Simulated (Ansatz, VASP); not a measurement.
# Cd: VASP beside Ansatz

The input INCAR:

```
PREC = Accurate ; ENCUT = 520
EDIFF = 1E-7 ; ISMEAR = -1
SIGMA = 0.1 ; LREAL = False
LASPH = True ; NELM = 100
ALGO = Normal ; ISIF = 2
LWAVE = False ; LCHARG = False
GGA = B5 ; ALDAX = 1.0
AGGAX = 1.0 ; AGGAC = 1.0
ALDAC = 0.0 ; NBANDS = 12
```

File KPOINTS:

```
regular mesh
0
Gamma
  11 11 11
```

The input POSCAR:

```
Cd
1.0
    3.2146453564      0.0000000000      0.0000000000
    0.0000000000      3.2146453564      0.0000000000
    0.0000000000      0.0000000000      3.2146453564
Cd
1
Direct
    0.0000000000      0.0000000000      0.0000000000
```

Input for Ansatz:

```yaml
crystal:
  lattice:
    - [3.2146453564, 0.0, 0.0]
    - [0.0, 3.2146453564, 0.0]
    - [0.0, 0.0, 3.2146453564]
  atoms:
    - { symbol: Cd, position: [0.0, 0.0, 0.0] }
hamiltonian:
  xc: blyp
  pseudopotentials:
    kind: paw
    azcp:
      Cd: "pseudopotentials/Cd.paw.azcp"
basis:
  ecutwfc: 420
  fft_grid_basis: typed
kpoints:
  mp_grid: { grid: [11, 11, 11], shift: [0, 0, 0] }
magnetization:
  spin_polarized: false
scf:
  occupations: { method: fermi_dirac, width: 0.1 }
  lower_state_search: "off"
output:
  stress: true
```

Alike in both runs: task single point; functional BLYP; k mesh 11 × 11 × 11; occupations fermi-dirac, width 0.1 eV; no spin polarisation.

|  | VASP | Ansatz |
| --- | --- | --- |
| version | VASP 6.6.1 | Ansatz 0.2.0 |
| potentials or method | VASP PAW PBE potentials, release 64 (Cd) | plane waves (420 eV) with PAW, scalar-relativistic |
| plane-wave cutoff (eV) | 520 | 420 |
| valence electrons in the cell | 12 | 20 |

|  | VASP | Ansatz | Ansatz less VASP |
| --- | --- | --- | --- |
| pressure (GPa) | -0.8 | -0.9 | -0.07 |

The two sets of potentials don't hold the same shells in valence.

Caveats: the PAW data sets were made with another functional, which shifts forces and pressure a little (VASP).
